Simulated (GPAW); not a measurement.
# BAs (F-43m) in GPAW: notebook, part 3 of 3

GPAW 26.7.0. Earlier steps stand in the parts before.

## Step 5: Band structure, LDA

Input file run.py:

```python
import spglib
from ase import Atoms
from ase.dft.bandgap import bandgap
from ase.io import read, write
from ase.units import GPa
from gpaw import GPAW, PW

atoms = read('BAs.cif')
cell, positions, numbers = spglib.find_primitive(
    (atoms.cell[:], atoms.get_scaled_positions(), atoms.numbers), symprec=1e-4)
atoms = Atoms(numbers, cell=cell, scaled_positions=positions, pbc=True)

calc = GPAW(mode=PW(1600),
            xc='LDA',
            kpts={'size': (8, 8, 8), 'gamma': True},
            occupations={'name': 'fermi-dirac', 'width': 0.05},
            setups='hgh',
            nbands=-7,
            convergence={'density': 1e-05, 'energy': 1e-05},
            maxiter=150,
            txt='gpaw.txt')
atoms.calc = calc
energy = atoms.get_potential_energy()
forces = atoms.get_forces()
stress = atoms.get_stress()
calc.write('gs.gpw')
write('result.traj', atoms)
print(f'Energy: {energy:.6f} eV')
print('Forces (eV/A):')
print(forces.round(4))
print('Stress (GPa):', (stress / GPa).round(3))
print('Fermi level:', round(calc.get_fermi_level(), 4), 'eV')
print(f'Gap: {bandgap(calc)[0]:.4f} eV, direct: {bandgap(calc, direct=True)[0]:.4f} eV')

path = atoms.cell.bandpath('GXWKGLUWLK,UX', npoints=100, eps=1e-4)
bs_calc = calc.fixed_density(kpts=path, symmetry='off', nbands=-15,
                             convergence={'bands': 'CBM+6.0', 'eigenstates': 1e-6}, txt='bands.txt')
bs = bs_calc.band_structure()
bs.write('bs.json')
print(f'Gap on the path: {bandgap(bs_calc)[0]:.4f} eV')
```

Input file BAs.cif:

```cif
data_BAs
_cell_length_a 4.77700000
_cell_length_b 4.77700000
_cell_length_c 4.77700000
_cell_angle_alpha 90.00000000
_cell_angle_beta 90.00000000
_cell_angle_gamma 90.00000000
_space_group_name_H-M_alt 'F-43m'
_space_group_name_Hall 'F -4 2 3'
_space_group_IT_number 216
loop_
_space_group_symop_operation_xyz
'x,y,z'
'y,-x,-z'
'-x,-y,z'
'-y,x,-z'
'x,-y,-z'
'y,x,z'
'-x,y,-z'
'-y,-x,z'
'z,x,y'
'-z,y,-x'
'z,-x,-y'
'-z,-y,x'
'-z,x,-y'
'z,y,x'
'-z,-x,y'
'z,-y,-x'
'y,z,x'
'-x,-z,y'
'-y,z,-x'
'x,-z,-y'
'-y,-z,x'
'x,z,y'
'y,-z,-x'
'-x,z,-y'
'x,y+1/2,z+1/2'
'y,-x+1/2,-z+1/2'
'-x,-y+1/2,z+1/2'
'-y,x+1/2,-z+1/2'
'x,-y+1/2,-z+1/2'
'y,x+1/2,z+1/2'
'-x,y+1/2,-z+1/2'
'-y,-x+1/2,z+1/2'
'z,x+1/2,y+1/2'
'-z,y+1/2,-x+1/2'
'z,-x+1/2,-y+1/2'
'-z,-y+1/2,x+1/2'
'-z,x+1/2,-y+1/2'
'z,y+1/2,x+1/2'
'-z,-x+1/2,y+1/2'
'z,-y+1/2,-x+1/2'
'y,z+1/2,x+1/2'
'-x,-z+1/2,y+1/2'
'-y,z+1/2,-x+1/2'
'x,-z+1/2,-y+1/2'
'-y,-z+1/2,x+1/2'
'x,z+1/2,y+1/2'
'y,-z+1/2,-x+1/2'
'-x,z+1/2,-y+1/2'
'x+1/2,y,z+1/2'
'y+1/2,-x,-z+1/2'
'-x+1/2,-y,z+1/2'
'-y+1/2,x,-z+1/2'
'x+1/2,-y,-z+1/2'
'y+1/2,x,z+1/2'
'-x+1/2,y,-z+1/2'
'-y+1/2,-x,z+1/2'
'z+1/2,x,y+1/2'
'-z+1/2,y,-x+1/2'
'z+1/2,-x,-y+1/2'
'-z+1/2,-y,x+1/2'
'-z+1/2,x,-y+1/2'
'z+1/2,y,x+1/2'
'-z+1/2,-x,y+1/2'
'z+1/2,-y,-x+1/2'
'y+1/2,z,x+1/2'
'-x+1/2,-z,y+1/2'
'-y+1/2,z,-x+1/2'
'x+1/2,-z,-y+1/2'
'-y+1/2,-z,x+1/2'
'x+1/2,z,y+1/2'
'y+1/2,-z,-x+1/2'
'-x+1/2,z,-y+1/2'
'x+1/2,y+1/2,z'
'y+1/2,-x+1/2,-z'
'-x+1/2,-y+1/2,z'
'-y+1/2,x+1/2,-z'
'x+1/2,-y+1/2,-z'
'y+1/2,x+1/2,z'
'-x+1/2,y+1/2,-z'
'-y+1/2,-x+1/2,z'
'z+1/2,x+1/2,y'
'-z+1/2,y+1/2,-x'
'z+1/2,-x+1/2,-y'
'-z+1/2,-y+1/2,x'
'-z+1/2,x+1/2,-y'
'z+1/2,y+1/2,x'
'-z+1/2,-x+1/2,y'
'z+1/2,-y+1/2,-x'
'y+1/2,z+1/2,x'
'-x+1/2,-z+1/2,y'
'-y+1/2,z+1/2,-x'
'x+1/2,-z+1/2,-y'
'-y+1/2,-z+1/2,x'
'x+1/2,z+1/2,y'
'y+1/2,-z+1/2,-x'
'-x+1/2,z+1/2,-y'
loop_
_atom_site_label
_atom_site_type_symbol
_atom_site_symmetry_multiplicity
_atom_site_Wyckoff_symbol
_atom_site_fract_x
_atom_site_fract_y
_atom_site_fract_z
_atom_site_occupancy
As1 As 4 c 0.2500000000 0.2500000000 0.2500000000 1
B1 B 4 a 0.0000000000 0.0000000000 0.0000000000 1
```

Potentials or basis: HGH pseudopotentials, pw.

Started as:

```console
$ OMP_NUM_THREADS=1 python run.py
```

Run time: 62 s. Hardware: 1 thread of Arm Neoverse V1, shared host; peak memory 0.44 GiB.

Results (log left out):

```
Free energy             : -251.4190 eV
Pressure                : -5.0 GPa
Band gap on the k mesh  : 1.17 eV, indirect (least direct gap 3.29 eV)
Band gap along the path : 1.16 eV, indirect (least direct gap 3.29 eV)
```

Levels at the corners of the path, in eV from the valence-band top:
| point | band 2 | band 3 | band 4 | band 5 | band 6 | band 7 |
| --- | --- | --- | --- | --- | --- | --- |
| Γ | 0.00 | 0.00 | 0.00 | 3.29 | 3.29 | 3.29 |
| X | -8.40 | -4.04 | -4.04 | 1.37 | 1.45 | 11.28 |
| W | -7.91 | -5.47 | -5.18 | 5.24 | 5.91 | 6.74 |
| K | -8.01 | -5.93 | -3.45 | 2.02 | 5.53 | 9.20 |
| Γ | 0.00 | 0.00 | 0.00 | 3.29 | 3.29 | 3.29 |
| L | -8.72 | -1.80 | -1.80 | 2.71 | 4.80 | 4.80 |
| U | -8.01 | -5.93 | -3.45 | 2.02 | 5.53 | 9.20 |
| W | -7.91 | -5.47 | -5.18 | 5.24 | 5.91 | 6.74 |
| L | -8.72 | -1.80 | -1.80 | 2.71 | 4.80 | 4.80 |
| K | -8.01 | -5.93 | -3.45 | 2.02 | 5.53 | 9.20 |
| U | -8.01 | -5.93 | -3.45 | 2.02 | 5.53 | 9.20 |
| X | -8.40 | -4.04 | -4.04 | 1.37 | 1.45 | 11.28 |

Caveat: HGH potentials are hard and often keep d shells in the core, so these values are rough. A hybrid or GW would open this gap; LDA tends to underestimate it.

## Step 6: Against experiment

Step 4. Measured bulk modulus of BAs: 148 GPa (quoted in “Basic Physical Properties of Cubic Boron Arsenide”, 2019, arxiv:1911.11281). This calculation gives 148 GPa (+0.2 %). The fit is for a static lattice scaled at fixed shape and fixed fractional positions.
